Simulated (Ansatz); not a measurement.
# PbSe: how the settings move a single-point run

Aim: see which settings change the result for PbSe, by how much, and at what cost. The cell is built on a prototype (CsCl type) and needn't be the phase found in nature.

Method: reference: DFT, PBE, plane waves, PAW, in Ansatz 0.2.0.

8 further runs of the same task are left out: 1 for a known fault of the program, 7 that didn't finish.

## 1. The starting structure

The structure is cubic, space group Pm-3m (No. 221). Conventional cell: a = 3.768 Å, b = 3.768 Å, c = 3.768 Å, α = 90.00°, β = 90.00°, γ = 90.00°. Around Pb (site symmetry m-3m) lie 8 Se at 3.26 Å. Se (site symmetry m-3m) is surrounded by 8 Pb at 3.26 Å.

Coordinates:

```xyz
2
Lattice="3.7682 0.0000 0.0000 0.0000 3.7682 0.0000 0.0000 0.0000 3.7682" Properties=species:S:1:pos:R:3 pbc="T T T"
Pb    0.0000    0.0000    0.0000
Se    1.8841    1.8841    1.8841
```

## 2. Reference

input.yaml

```yaml
crystal:
  lattice:
    - [3.7681579152, 0.0, 0.0]
    - [0.0, 3.7681579152, 0.0]
    - [0.0, 0.0, 3.7681579152]
  atoms:
    - { symbol: Pb, position: [0.0, 0.0, 0.0] }
    - { symbol: Se, position: [0.5, 0.5, 0.5] }
kpoints:
  mp_grid: { grid: [6, 6, 6] }
hamiltonian:
  xc: pbe
scf:
  occupations: { method: fermi_dirac, width: 0.02 }
  n_extra_bands: 4
output:
  forces: true
  stress: true
  eigenvalues: true
```

Started as:

```bash
$ ansatz run input.yaml --threads 4 --pin off --max-ram 3686MiB --backend cpu --events-out ev --progress --plain --runs-dir out
```

## 3. Variant: dispersion d4

Edit input.yaml of step 2 so:

```diff
@@ -12,2 +12,3 @@
   xc: pbe
+  dispersion: d4
 scf:
```

## 4. Changing settings: xc mr2scan

Edit input.yaml of step 2 so:

```diff
@@ -11,3 +11,3 @@
 hamiltonian:
-  xc: pbe
+  xc: mr2scan
 scf:
```

Before running it: what results should come out? Wanted: for each run, ending; energy change; pressure; gap; force.

As calculated:

```csv
run,ending,energy change,pressure (GPa),gap (eV),force (eV/Å),cycles,time
reference,converged,0,0.5,0.00,0.00,6,1.5 s
1: dispersion d4,converged,-426.3 meV/atom (offset of the dispersion model),-1.8,0.00,0.00,6,1.6 s
2: xc mr2scan,converged,not comparable,0.0,0.00,0.00,6,2.7 s
```

Residual by cycle in the longest SCF loop of each run; runs are numbered as in the table. The quantity is the density residual dr2, in eV.

```csv
cycle,reference,run 1,run 2
1,1.9e-4,1.9e-4,0.0664
2,3.2e-5,3.2e-5,0.00768
3,1.2e-5,1.2e-5,7.9e-4
4,1.9e-6,1.9e-6,6.2e-5
5,3.4e-7,3.4e-7,1.9e-6
6,2.8e-8,2.8e-8,7.1e-8
```

**Reading.** The pressure spans -1.8 to 0.5 GPa over the reference and the converged variants. Semilocal functionals close small gaps, so the missing gap need not be the real solid's.
